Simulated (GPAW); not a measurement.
Runs of GPAW 26.7.0 on Au. Symmetry: Cmcm, No. 63, orthorhombic system. The conventional cell has a = 2.823 Å, b = 5.112 Å, c = 4.893 Å, α = 90.00°, β = 90.00°, γ = 90.00°. Around Au (site symmetry m2m) lie 12 Au at 2.82 to 2.97 Å. This isn't the form of Au at room conditions, which is fcc.

| task | level | potentials or basis | cell | k mesh | band path | band points | optimizer | fmax | max steps | gap on the mesh (eV) | pressure (GPa) | V0 of scaled cells (Å³/atom) | relaxed volume (Å³/atom) | B0 (GPa) | largest force (eV/Å) |
| --- | --- | --- | --- | --- | --- | --- | --- | --- | --- | --- | --- | --- | --- | --- | --- |
| equation of state | PBEsol | PAW data sets generated in the run's folder for this functional, pw | as given | 9 × 9 × 5 | - | - | - | - | - | - | - | (a) | - | (c) | - |
| equation of state | LDA | the program's PAW data sets (release 1.2.1) made for this functional, pw | as given | 9 × 9 × 5 | - | - | - | - | - | - | - | 16.94 | - | 192 | - |
| band structure | LDA | the program's PAW data sets (release 1.2.1) made for this functional, pw | as given | 9 × 9 × 5 | GXSRAZGYX1A1TY,ZT | 100 | - | - | - | - | -7.1 | - | - | - | 0.02 |
| relaxation of cell and atoms | PBEsol+D3 | PAW data sets generated in the run's folder for this functional, pw | relaxed | 8 × 8 × 4 | - | - | BFGS | 0.02 eV/Å | 60 | none | 0.0 | - | 16.88 | - | - |
| relaxation of cell and atoms | PBEsol+D3(BJ) | PAW data sets generated in the run's folder for this functional, pw | relaxed | 8 × 8 × 4 | - | - | BFGS | 0.02 eV/Å | 60 | none | -0.1 | - | 16.79 | - | - |
| band structure | PBEsol | PAW data sets generated in the run's folder for this functional, pw | as given | 9 × 9 × 5 | GXSRAZGYX1A1TY,ZT | 100 | - | - | - | - | (b) | - | - | - | 0.02 |
| relaxation of cell and atoms | PBEsol | PAW data sets generated in the run's folder for this functional, pw | relaxed | 8 × 8 × 4 | - | - | BFGS | 0.02 eV/Å | 60 | none | 0.1 | - | 17.36 | - | - |
| relaxation of cell and atoms | PBEsol+D4 | PAW data sets generated in the run's folder for this functional, pw | relaxed | 8 × 8 × 4 | - | - | BFGS | 0.02 eV/Å | 60 | none | 0.0 | - | 17.03 | - | - |

Alike in all rows: no spin polarisation; cutoff (eV) 600; smearing fermi-dirac 0.05 eV.

Task: Estimate the missing entries.

Result: (a) 17.34; (b) -3.0; (c) 172.

Caveats: with this Au data set, volumes or pressures lay over 1.5 % or 2 GPa off other programs in two to four cells of ten; later steps reuse the first step's grids (some runs); pairwise dispersion overbinds metals, which lowers pressure and volume (some runs); the cell was scaled at fixed shape and fractional positions, which overstates the stiffness of a crystal with free parameters, most of all of layers and chains (some runs).

A k mesh can miss the band edges, and the runs leave out spin-orbit coupling on Au.

A gap of «none» marks a metal or a gap under the smearing width.

Not every run made on this cell is shown here.
